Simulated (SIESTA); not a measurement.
Crystal: TiAl3.

```
Ti Al
1.0
    -1.91111    1.91111    4.28067
     1.91111   -1.91111    4.28067
     1.91111    1.91111   -4.28067
Ti Al
1 3
Direct
  0.00000 0.00000 0.00000
  0.25000 0.75000 0.50000
  0.75000 0.25000 0.50000
  0.50000 0.50000 0.00000
```

The cell comes from a database or a generator and needn't be the stable form of this composition.

Program: SIESTA 5.4.2. Alike in all runs: no spin polarisation; cell as given; k mesh 10 × 10 × 10; smearing fermi-dirac 0.05 eV; grid cutoff 800 Ry; energy shift 0.003 Ry.

Task: Order these runs on this cell by their pressure, lowest first.
A. level LDA; potentials or basis PseudoDojo 0.4 standard (LDA files), DZP (energy shift 0.003 Ry; two zetas on semicore shells)
B. level PBEsol; potentials or basis PseudoDojo 0.4 standard (PBEsol files), DZP (energy shift 0.003 Ry; two zetas on semicore shells)
C. level PBE; potentials or basis PseudoDojo 0.4 standard (PBE files), DZP (energy shift 0.003 Ry; two zetas on semicore shells)

Result: A (-3.3 GPa), B (-0.1 GPa), C (2.5 GPa).

Caveats: the basis of atomic orbitals isn't converged, which shifts pressures, moduli and gaps.

Not every run made on this cell is shown here.
